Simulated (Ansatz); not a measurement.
Sn under changes of volume

One of the cells (33.803 Å³/atom); the others are scaled copies at fixed shape and fractional positions:

```
CELL_PARAMETERS angstrom
0.00000 3.23334 3.23334
3.23334 0.00000 3.23334
3.23334 3.23334 0.00000
ATOMIC_POSITIONS crystal
Sn 0.75000 0.75000 0.75000
Sn 0.50000 0.50000 0.50000
```

This isn't the form of Sn at room conditions, which is tetragonal (white tin).

- Program: Ansatz 0.2.0
- Functional: revPBE0
- Potentials or basis: Ansatz PAW
- Cutoff: 420 eV (not typed: the program's choice for these potentials)
- k mesh: 4 × 4 × 4
- Occupations: fermi-dirac, width 0.05 eV
- Spin: no spin polarisation

```tsv
volume (Å³/atom)	energy over the lowest point (meV/atom)	pressure (GPa)	gap on the mesh (eV)
31.775	72.47	6.6	1.25
32.451	?	?	?
33.127	29.30	3.8	0.90
33.803	15.96	2.6	0.73
34.479	7.36	1.5	0.56
35.155	3.02	1.2	none
35.831	0.00	0.3	none
```

Problem. What does the run at 32.451 Å³/atom give?

Solution. Energy over the lowest point 47.94 meV/atom; pressure 5.1 GPa; gap on the mesh 1.07 eV.

Worked out: A Birch-Murnaghan fit of order 3 (a polynomial in V^(-2/3)) to the other rows has its minimum at 36.33 Å³/atom, just outside them, with B0 = V·E''(V) = 19.9 GPa (rough, since the energies scatter). It gives 47.42 meV/atom at 32.451 Å³/atom, against the run's 47.94, and -dE/dV = 5.1 GPa, against 5.1.

Energies are extrapolated to zero smearing.

Caveats: some runs use coarse meshes; the PAW data sets come from PBE, with cores solved anew for the run's functional, which leaves a small shift of forces and pressure; the thresholds are loose for stress; spin-orbit coupling is left out, which moves the levels of the heavy elements (some runs).

A mesh can miss the band edges.

A gap of «none» marks a metal or a gap under the smearing width.
